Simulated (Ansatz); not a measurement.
Crystal: Te.

```
Te
1.0
     2.30590    1.33131    1.69095
    -2.30590    1.33131    1.69095
     0.00000   -2.66263    1.69095
Te
1
Direct
  0.50000 0.50000 0.50000
```

This isn't the form of Te at room conditions, which is trigonal, of chains.

* Program: Ansatz 0.2.0
* Task: single point
* Functional: PBE
* Potentials or basis: all-electron LAPW, scalar-relativistic
* Cutoff: 179 eV (chosen from the basis error)
* Basis error allowed: 0.001 eV/atom
* k mesh: 9 × 9 × 9
* Occupations: fermi-dirac, width 0.05 eV
* Spin: no spin polarisation

On this cell: pressure 2.6 GPa; band gap on the k mesh none (metal or under the smearing width).

The same run follows on a disturbed copy (cell strained at random at fixed volume):

```
CELL_PARAMETERS angstrom
2.28571 1.30841 1.72314
-2.26423 1.29574 1.70383
-0.00024 -2.65977 1.75728
ATOMIC_POSITIONS crystal
Te 0.50143 0.49386 0.50316
```

What does the disturbed cell give?

The energy (extrapolated to zero smearing) moves by +0.4 meV/atom; pressure 2.9 GPa; band gap on the k mesh none (metal or under the smearing width).

Stress tensor (GPa, compression positive):
```
 3.09 -0.16 -0.19
-0.16  2.81  0.31
-0.19  0.31  2.88
```
